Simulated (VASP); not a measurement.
# Mg (P6_3/mmc) in VASP: a series of runs

The runs below take Mg through single point, relaxation of cell and atoms, with PBE, HSE06.

Everything below comes from runs of VASP 6.6.1. Logs are shortened: lines on timing, memory, paths and dates and some standing lists are left out, and cuts for length are marked.

## (1) The crystal as given

The structure is hexagonal, space group P6_3/mmc (No. 194). Conventional cell: a = 3.209 Å, b = 3.209 Å, c = 5.210 Å, α = 90.00°, β = 90.00°, γ = 120.00°. Mg (site symmetry -6m2) is surrounded by 12 Mg at 3.20 to 3.21 Å.

## (2) Single point, PBE

INCAR reads:

```
PREC = Accurate
ENCUT = 520
EDIFF = 1E-6
ISMEAR = 0
SIGMA = 0.012
LREAL = F
LASPH = T
NELM = 100
ALGO = Normal
ISIF = 2
LWAVE = F
LCHARG = F
GGA = PE
NBANDS = 9
```

KPOINTS reads:

```
regular mesh
0
Gamma
  10 10 5
```

POSCAR reads:

```
Mg
1.0
    3.2093000000      0.0000000000      0.0000000000
   -1.6046500000      2.7793353284      0.0000000000
    0.0000000000      0.0000000000      5.2103000000
Mg
2
Direct
    0.6666666667      0.3333333333      0.7500000000
    0.3333333333      0.6666666667      0.2500000000
```

Potentials or basis: VASP PAW PBE potentials, release 64 (Mg).

On the command line:

```console
$ cat potpaw_PBE.64/Mg/POTCAR > POTCAR
$ mpirun -np 1 vasp_std > vasp.out
```

OUTCAR:

```text
PREC = Accurate
   ENCUT = 520
   EDIFF = 1E-6
   ISMEAR = 0
   LREAL = F
   LASPH = T
   NELM = 100
   ISIF = 2
   GGA = PE

 ion  position               nearest neighbor table
   1  0.667  0.333  0.750-   2 3.20   2 3.20   2 3.20   2 3.20   2 3.20   2 3.20
   2  0.333  0.667  0.250-   1 3.20   1 3.20   1 3.20   1 3.20   1 3.20   1 3.20

  LATTYP: Found a hexagonal cell.
 ALAT       =     3.2093000000
 C/A-ratio  =     1.6235004518

  Lattice vectors:

 A1 = (   3.2093000000,   0.0000000000,   0.0000000000)
 A2 = (  -1.6046500000,   2.7793353284,   0.0000000000)
 A3 = (   0.0000000000,   0.0000000000,   5.2103000000)

Analysis of symmetry for initial positions (statically):
=====================================================================
 Subroutine PRICEL returns:
 Original cell was already a primitive cell.

 Routine SETGRP: Setting up the symmetry group for a
 hexagonal supercell.

 Subroutine GETGRP returns: Found 24 space group operations
 (whereof 12 operations were pure point group operations)
 out of a pool of 24 trial point group operations.

The static configuration has the point symmetry D_3d.
 The point group associated with its full space group is D_6h.

Analysis of symmetry for dynamics (positions and initial velocities):
=====================================================================
 Subroutine PRICEL returns:
 Original cell was already a primitive cell.

 Routine SETGRP: Setting up the symmetry group for a
 hexagonal supercell.

 Subroutine GETGRP returns: Found 24 space group operations
 (whereof 12 operations were pure point group operations)
 out of a pool of 24 trial point group operations.

The dynamic configuration has the point symmetry D_3d.
 The point group associated with its full space group is D_6h.

 Subroutine INISYM returns: Found 24 space group operations
 (whereof 12 operations are pure point group operations),
 and found     1 'primitive' translations

----------------------------------------------------------------------------------------

                                     Primitive cell

  volume of cell :      46.4744

  direct lattice vectors                    reciprocal lattice vectors
     3.209300000  0.000000000  0.000000000     0.311594429  0.179899127  0.000000000
    -1.604650000  2.779335328  0.000000000     0.000000000  0.359798255  0.000000000
     0.000000000  0.000000000  5.210300000     0.000000000  0.000000000  0.191927528

  length of vectors
     3.209300000  3.209300000  5.210300000     0.359798255  0.359798255  0.191927528

  position of ions in fractional coordinates (direct lattice)
     0.666666667  0.333333333  0.750000000
     0.333333333  0.666666667  0.250000000

  ion indices of the primitive-cell ions
   primitive index   ion index
                 1           1
                 2           2

----------------------------------------------------------------------------------------

 KPOINTS: regular mesh

Automatic generation of k-mesh.
 Grid dimensions read from file:
 generate k-points for:   10   10    5

 Generating k-lattice:

  Cartesian coordinates                     Fractional coordinates (reciprocal lattice)
     0.031159443  0.017989913  0.000000000     0.100000000 -0.000000000  0.000000000
     0.000000000  0.035979825  0.000000000     0.000000000  0.100000000  0.000000000
     0.000000000  0.000000000  0.038385506     0.000000000  0.000000000  0.200000000

  Length of vectors
     0.035979825  0.035979825  0.038385506

  Shift w.r.t. Gamma in fractional coordinates (k-lattice)
     0.000000000  0.000000000  0.000000000

 Subroutine IBZKPT returns following result:
 ===========================================

 Found     42 irreducible k-points:

 Following reciprocal coordinates:
            Coordinates               Weight
  0.000000  0.000000  0.000000      1.000000
  0.100000  0.000000  0.000000      6.000000
  0.200000  0.000000  0.000000      6.000000
  0.300000  0.000000  0.000000      6.000000
  0.400000  0.000000  0.000000      6.000000
  0.500000  0.000000  0.000000      3.000000
[... 16 lines left out ...]
  0.300000  0.100000  0.200000     24.000000
  0.400000  0.100000  0.200000     24.000000
 [... further k-points ...]
   k-points           NKPTS =     42   k-points in BZ     NKDIM =     42   number of bands    NBANDS=      9
   number of dos      NEDOS =    301   number of ions     NIONS =      2
   total plane-waves  NPLWV =  23040
   dimension x,y,z NGX =    24 NGY =   24 NGZ =   40
   dimension x,y,z NGXF=    48 NGYF=   48 NGZF=   80
   ions per type =               2
   NGX,Y,Z   is equivalent  to a cutoff of  12.43, 12.43, 12.76 a.u.
   NGXF,Y,Z  is equivalent  to a cutoff of  24.86, 24.86, 25.53 a.u.
 SYSTEM =  unknown system
   PREC   = accura    normal or accurate (medium, high low for compatibility)
   ISTART =      0    job   : 0-new  1-cont  2-samecut
   ICHARG =      2    charge: 1-file 2-atom 10-const
   ISPIN  =      1    spin polarized calculation?
   LNONCOLLINEAR =      F non collinear calculations
   LSORBIT =      F    spin-orbit coupling
   LASPH  =      T    aspherical Exc in radial PAW
   ENCUT  =  520.0 eV  38.22 Ry    6.18 a.u.   5.97  5.97  9.69*2*pi/ulx,y,z
   NELM   =    100;   NELMIN=  2; NELMDL= -5     # of ELM steps
   EDIFF  = 0.1E-05   stopping-criterion for ELM
   LREAL  =      F    real-space projection
   EDIFFG = 0.1E-04   stopping-criterion for IOM
   NSW    =      0    number of steps for IOM
   IBRION =     -1    ionic relax: 0-MD 1-quasi-New 2-CG
   NFREE  =      0    steps in history (QN), initial steepest desc. (CG)
   ISIF   =      2    stress and relaxation
   ISYM   =      2    0-nonsym 1-usesym 2-fastsym
   POTIM  = 0.5000    time-step for ionic-motion
   TEBEG  =    0.0;   TEEND  =   0.0 temperature during run
   PSTRESS=    0.0 pullay stress
   NELECT =       4.0000    total number of electrons
   NUPDOWN=      -1.0000    fix difference up-down
   EMIN   =  10.00;   EMAX   =-10.00  energy-range for DOS
   EFERMI =   0.00;   METHOD = LEGACY
   ISMEAR =     0;   SIGMA  =   0.01  broadening in eV -4-tet -1-fermi 0-gaus
   EFERMI_NEDOS =   21; number of points for ismear=-14 and -15
   IALGO  =     38    algorithm
   IMIX   =      4    mixing-type and parameters
     AMIX     =   0.40;   BMIX     =  1.00
     AMIX_MAG =   1.60;   BMIX_MAG =  1.00
  volume/ion in A,a.u.               =      23.24       156.81
  Fermi-wavevector in a.u.,A,eV,Ry     =   0.722809  1.365911  7.108401  0.522453
  Thomas-Fermi vector in A             =   1.812866
   LORBIT       =      0    0 simple, 1 ext, 2 COOP (PROOUT), +10 PAW based schemes
   GGA     = PE    functional components
   LHFCALC =     F    Hartree Fock is set to
   AEXX    =    0.0000 exact exchange contribution
   IVDW    =     0    specifies the selected vdW correction
   LEPSILON=     F    determine dielectric tensor
   LRPA    =     F    only Hartree local field effects (RPA)
 non-spin polarized calculation
 Gauss-broadening in eV      SIGMA  =   0.01
  energy-cutoff  :      520.00
  volume of cell :       46.47
 maximum number of plane-waves:      1277
 NGX is ok and might be reduce to    24
   NGX = 11   NGY = 11   NGZ = 19

 number of electron       4.0000000 magnetization

 Free energy of the ion-electron system (eV)
  ---------------------------------------------------
  ext. energy  EPLUGINS =         0.00000000
  ---------------------------------------------------
  free energy    TOTEN  =        -2.99896431 eV

  energy without entropy =       -2.99862936  energy(sigma->0) =       -2.99879684

 E-fermi :   2.5563     XC(G=0):  -8.4539

 val. band max:        2.5504948517   @ k =   0.4000   0.1000   0.4000
 cond. band min:       2.6092718938   @ k =   0.2000   0.1000   0.0000
 fundamental gap:      0.0587770420
 Fermi energy:         2.5563293168

 k-point     1 :       0.0000    0.0000    0.0000
  band No.  band energies     occupation
      1      -4.3092      2.00000
      2       0.9089      2.00000
      3       1.3256      2.00000
      4      13.4381      0.00000
      5      13.4381      0.00000
      6      13.5279      0.00000
      7      13.5279      0.00000
      8      14.3314      0.00000
      9      15.8832      0.00000

 k-point     2 :       0.1000    0.0000    0.0000
  band No.  band energies     occupation
      1      -4.1141      2.00000
      2       1.0876      2.00000
      3       1.5154      2.00000
      4      10.6586      0.00000
      5      12.0071      0.00000
      6      12.8095      0.00000
      7      15.1975      0.00000
      8      15.2140      0.00000
      9      15.3377      0.00000

 k-point     3 :       0.2000    0.0000    0.0000
  band No.  band energies     occupation
      1      -3.5309      2.00000
      2       1.6240      2.00000
      3       2.0738      2.00000
      4       7.7056      0.00000
      5      10.8578      0.00000
      6      11.3324      0.00000
      7      12.4093      0.00000
      8      13.5597      0.00000
      9      15.3958      0.00000

 k-point     4 :       0.3000    0.0000    0.0000
  band No.  band energies     occupation
      1      -2.5667      2.00000
      2       2.5190      1.99999
      3       2.9218      0.00000
      4       5.1007      0.00000
      5       9.6782      0.00000
      6       9.7319      0.00000
      7      10.0387      0.00000
      8      11.9137      0.00000
      9      14.4788      0.00000

 k-point     5 :       0.4000    0.0000    0.0000
  band No.  band energies     occupation
      1      -1.2333      2.00000
      2       2.3993      2.00000
      3       3.7721      0.00000
      4       4.5198      0.00000
      5       7.3955      0.00000
      6       7.8251      0.00000
      7       9.5485      0.00000
      8      11.0246      0.00000
      9      13.9204      0.00000

 k-point     6 :       0.5000    0.0000    0.0000
  band No.  band energies     occupation
      1       0.4489      2.00000
      2       0.4490      2.00000
      3       5.2161      0.00000
      4       5.5887      0.00000
      5       5.8136      0.00000
      6       6.2264      0.00000
      7       9.3853      0.00000
      8      10.7542      0.00000
      9      13.7333      0.00000
[... 169 lines left out ...]
 k-point    21 :       0.1000    0.1000    0.2000
  band No.  band energies     occupation
      1      -3.5040      2.00000
      2      -0.2524      2.00000
      3       3.9648      0.00000
      4       9.3065      0.00000
      5       9.6101      0.00000
      6      12.1958      0.00000
      7      12.4973      0.00000
      8      13.2440      0.00000
      9      14.9930      0.00000

 k-point    22 :       0.2000    0.1000    0.2000
  band No.  band energies     occupation
      1      -2.7321      2.00000
      2       0.4904      2.00000
      3       4.6182      0.00000
      4       6.6848      0.00000
      5       8.3436      0.00000
      6       9.7967      0.00000
      7      11.4137      0.00000
      8      13.3632      0.00000
      9      13.6409      0.00000

 k-point    23 :       0.3000    0.1000    0.2000
  band No.  band energies     occupation
      1      -1.5859      2.00000
      2       1.5767      2.00000
      3       3.9866      0.00000
      4       5.8305      0.00000
      5       6.9167      0.00000
      6       8.0912      0.00000
      7      10.6219      0.00000
      8      11.4796      0.00000
      9      13.3408      0.00000

 k-point    24 :       0.4000    0.1000    0.2000
  band No.  band energies     occupation
      1      -0.0818      2.00000
      2       1.7185      2.00000
      3       3.1685      0.00000
      4       4.9000      0.00000
      5       6.8410      0.00000
      6       7.8182      0.00000
      7       9.3083      0.00000
      8      10.5781      0.00000
      9      13.0329      0.00000

 [... further k-points ...]
[... 5 lines left out ...]
  --------------------------------------------------------------------------------------
  -------------------------------------------------------------------------------------
  Total       -0.2438889     -0.2438889     -0.0182420     -0.0000000      0.0000000      0.0000000
  in kB       -8.4079196     -8.4079196     -0.6288805     -0.0000000      0.0000000      0.0000000
  external PRESSURE =      -5.8149066 kB  Pullay stress =       0.0000000 kB

 VOLUME and BASIS-vectors are now :
 -----------------------------------------------------------------------------
  energy-cutoff  :      520.00
  volume of cell :       46.47
      direct lattice vectors                 reciprocal lattice vectors
     3.209300000  0.000000000  0.000000000     0.311594429  0.179899127  0.000000000
    -1.604650000  2.779335328  0.000000000     0.000000000  0.359798255  0.000000000
     0.000000000  0.000000000  5.210300000     0.000000000  0.000000000  0.191927528

 POSITION                                       TOTAL-FORCE (eV/Angst)
 -----------------------------------------------------------------------------------
      1.60465      0.92645      3.90773        -0.000000      0.000000      0.000000
     -0.00000      1.85289      1.30258         0.000000     -0.000000      0.000000
 -----------------------------------------------------------------------------------
    total drift:                                0.000000     -0.000000      0.000000

  FREE ENERGIE OF THE ION-ELECTRON SYSTEM (eV)
  ---------------------------------------------------
  free  energy   TOTEN  =        -2.9989643127 eV

  energy  without entropy=       -2.9986293641  energy(sigma->0) =       -2.99879684
```

It took 19 s on 1 thread of AMD EPYC, shared host; peak memory 0.13 GiB.

Results:

| Item | Value |
| --- | --- |
| Free energy | -2.9990 eV |
| Pressure | -0.6 GPa |
| Band gap on the k mesh | none (metal or under the smearing width) |

Levels at points of the mesh, in eV from the Fermi level:
| k point | band 1 | band 2 | band 3 | band 4 | band 5 | band 6 | band 7 |
| --- | --- | --- | --- | --- | --- | --- | --- |
| (0.00, 0.00, 0.00) | -6.87 | -1.65 | -1.23 | 10.88 | 10.88 | 10.97 | 10.97 |
| (0.50, 0.00, 0.00) | -2.11 | -2.11 | 2.66 | 3.03 | 3.26 | 3.67 | 6.83 |

## (3) Single point, PBE

INCAR reads:

```
PREC = Accurate
ENCUT = 520
EDIFF = 1E-7
ISMEAR = 0
SIGMA = 0.017
LREAL = False
LASPH = True
NELM = 80
ALGO = Fast
ISIF = 2
LWAVE = False
LCHARG = True
GGA = PE
LELF = True
LVHAR = True
NBANDS = 9
```

KPOINTS reads:

```
Automatic mesh
0
Gamma
  10 10 5
```

POSCAR is that of step 2.

Potentials or basis: VASP PAW PBE potentials, release 64 (Mg).

On the command line:

```console
$ cat potpaw_PBE.64/Mg/POTCAR > POTCAR
$ mpirun -np 1 vasp_std > vasp.out
```

It took 10 s on 1 thread of AMD EPYC 9R14 (Zen 4), shared host; peak memory 0.13 GiB.

The run converged. Its results:

```yaml
Free_energy: -2.9991 eV
Pressure: -0.6 GPa
Band_gap_on_the_k_mesh: none (metal or under the smearing width)
```

Stress tensor (GPa, compression positive):
```
-0.82  0.00  0.00
 0.00 -0.82  0.00
 0.00  0.00 -0.08
```

Levels at points of the mesh, in eV from the Fermi level:
```csv
k point,band 1,band 2,band 3,band 4,band 5
"(0.00, 0.00, 0.00)",-6.87,-1.65,-1.23,10.88,10.88
"(0.50, 0.00, 0.00)",-2.11,-2.11,2.66,3.03,3.25
```

## (4) Relaxation of cell and atoms, HSE06

POSCAR is that of step 3.

INCAR.step1 reads:

```
PREC     = Accurate       # precision mode
ENCUT    = 600            # plane-wave cutoff, eV
EDIFF    = 1E-5           # SCF threshold, eV
ISMEAR   = -1             # smearing method
SIGMA    = 0.05           # smearing width, eV
LREAL    = False          # projectors in reciprocal space
LASPH    = True           # aspherical terms in the spheres
NELM     = 100            # most SCF steps
ALGO     = Normal         # electronic algorithm
LWAVE    = True           # write WAVECAR
LCHARG   = False          # write CHGCAR
GGA      = PE             # functional
```

INCAR.step2 reads:

```
PREC     = Accurate       # precision mode
ENCUT    = 600            # plane-wave cutoff, eV
EDIFF    = 1E-6           # SCF threshold, eV
ISMEAR   = -1             # smearing method
SIGMA    = 0.05           # smearing width, eV
LREAL    = False          # projectors in reciprocal space
LASPH    = True           # aspherical terms in the spheres
NELM     = 100            # most SCF steps
ALGO     = Normal         # electronic algorithm
ISIF     = 3              # what is computed and relaxed
LWAVE    = False          # write WAVECAR
LCHARG   = False          # write CHGCAR
GGA      = PE             # functional
LHFCALC  = True           # exact exchange
HFSCREEN = 0.2            # screening, 1/A
PRECFOCK = Fast         
IBRION   = 2              # ionic algorithm
NSW      = 60             # ionic steps
EDIFFG   = -0.005         # ionic threshold
ISTART   = 1
```

KPOINTS reads:

```
Automatic mesh
0
Gamma
  5 5 3
```

On the command line:

```console
$ cat potpaw_PBE.64/Mg/POTCAR > POTCAR
$ cp INCAR.step1 INCAR
$ mpirun -np 1 vasp_std > vasp.out
$ cp INCAR.step2 INCAR
$ mpirun -np 1 vasp_std > vasp.out
```

Wall time 68 s (1 thread of AMD EPYC 9R14 (Zen 4), shared host); peak memory 0.25 GiB.

It converged, with:

```yaml
Free_energy: -3.1338 eV
Relaxed_volume: 22.81 Å³/atom
Relaxed_cell: a = 3.182 Å, b = 3.182 Å, c = 5.202 Å, α = 90.00°, β = 90.00°, γ = 120.00°
Space_group_after_relaxing_to_0.05_Å: P6_3/mmc (No. 194)
Energy_gained_by_relaxing: 1.2 meV/atom
Ionic_steps: 3
Pressure_after_relaxing: 0.0 GPa
Band_gap_on_the_k_mesh: none (metal or under the smearing width)
```

Step by step:
```
step  energy change (eV)  largest force (eV/Å)  pressure (GPa)  volume (Å³)
   1              0.0000                0.0000           -0.68        46.47
   2             -0.0022                0.0000           -0.16        45.82
   3             -0.0023                0.0000            0.00        45.62
```

Final structure:
```xyz
2
Lattice="3.1823 0.0000 0.0000 -1.5911 2.7559 0.0000 0.0000 0.0000 5.2019" Properties=species:S:1:pos:R:3 pbc="T T T"
Mg    1.5911    0.9186    3.9015
Mg    0.0000    1.8373    1.3005
```

Levels at points of the mesh, in eV from the Fermi level:
```tsv
k point	band 1	band 2	band 3	band 4	band 5	band 6
(0.00, 0.00, 0.00)	-7.95	-1.91	-1.40	11.98	11.98	12.15
```

Caveat: the k mesh is coarse (spacing up to 0.45 Å⁻¹), so the values aren't converged, least of all with exact exchange; the PAW data sets were made with another functional, which shifts forces and pressure a little.

## (5) Summary

```tsv
task	level	cell	k mesh	cutoff (eV)	smearing	grid for exact exchange (PRECFOCK)	screening parameter	mesh quality	gap on the mesh (eV)	pressure (GPa)
single point	PBE	as given	10 × 10 × 5	520	gaussian 0.012 eV	-	-	not flagged	none	-0.6
single point	PBE	as given	10 × 10 × 5	520	gaussian 0.017 eV	-	-	not flagged	none	-0.6
relaxation of cell and atoms	HSE06	relaxed	5 × 5 × 3	600	fermi-dirac 0.05 eV	Fast	0.2 1/A	coarse	none	0.0
```

Alike in all rows: potentials or basis VASP PAW PBE potentials, release 64 (Mg); no spin polarisation.

Caveats: some runs use coarse meshes; the PAW data sets were made with another functional, which shifts forces and pressure a little (some runs).

Absolute energies hang on the potentials; compare differences alone.
